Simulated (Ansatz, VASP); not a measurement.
**One calculation of Ru, two programs**

File INCAR:

```
SYSTEM = Ru
PREC     = Accurate       ! precision mode
ENCUT    = 600            ! plane-wave cutoff, eV
EDIFF    = 1E-7           ! SCF threshold, eV
ISMEAR   = -1             ! smearing method
SIGMA    = 0.05           ! smearing width, eV
LREAL    = .FALSE.        ! projectors in reciprocal space
LASPH    = .TRUE.         ! aspherical terms in the spheres
NELM     = 100            ! most SCF steps
ALGO     = Normal         ! electronic algorithm
ISIF     = 3              ! what is computed and relaxed
LWAVE    = .FALSE.        ! write WAVECAR
LCHARG   = .FALSE.        ! write CHGCAR
GGA      = PS             ! functional
IBRION   = 2              ! ionic algorithm
NSW      = 100            ! ionic steps
EDIFFG   = -0.01          ! ionic threshold
```

File KPOINTS:

```
regular mesh
0
G
  9 9 5
  0 0 0
```

POSCAR

```
Ru
1.0
    2.7058000000      0.0000000000      0.0000000000
   -1.3529000000      2.3432915376      0.0000000000
    0.0000000000      0.0000000000      4.2819000000
Ru
2
Direct
    0.3272430433      0.6845396667      0.2590884200
    0.6885344967      0.3497413733      0.7520475800
```

Input for Ansatz:

```yaml
crystal:
  lattice:
    - [2.7058, 0.0, 0.0]
    - [-1.3529, 2.3432915376, 0.0]
    - [0.0, 0.0, 4.2819]
  atoms:
    - { symbol: Ru, position: [0.3272430433, 0.6845396667, 0.25908842] }
    - { symbol: Ru, position: [0.6885344967, 0.3497413733, 0.75204758] }
kpoints:
  mp_grid: { grid: [9, 9, 5] }
scf:
  occupations: { method: fermi_dirac, width: 0.05 }
hamiltonian:
  xc: pbesol
  pseudopotentials: { kind: all_electron, lapw: { basis_error: 0.001 } }
output:
  forces: true
  stress: true
relax:
  f_tol: 0.01
  max_steps: 80
  cell: {}
```

Alike in both runs: task relaxation of cell and atoms; functional PBEsol; k mesh 9 × 9 × 5; occupations fermi-dirac, width 0.05 eV; no spin polarisation.

|  | VASP | Ansatz |
| --- | --- | --- |
| version | VASP 6.6.1 | Ansatz 0.2.0 |
| potentials or method | VASP PAW PBE potentials, release 64 (Ru_pv) | all-electron LAPW, scalar-relativistic |
| plane-wave cutoff (eV) | 600 | see its input |

Ansatz gave:

```
relaxed volume (Å³/atom)                                     : 13.31
relaxed cell length with the largest relative difference (Å) : 2.688
energy change over the relaxation (meV/atom)                 : -18
```

Task: Estimate VASP's values.

Result: Relaxed volume (Å³/atom): 13.31; relaxed cell length with the largest relative difference (Å): 2.687; energy change over the relaxation (meV/atom): -18.

Ansatz ran all-electron here, so the differences hold the error of VASP's frozen core and of both bases.

Caveats: the PAW data sets were made with another functional, which shifts forces and pressure a little (VASP).
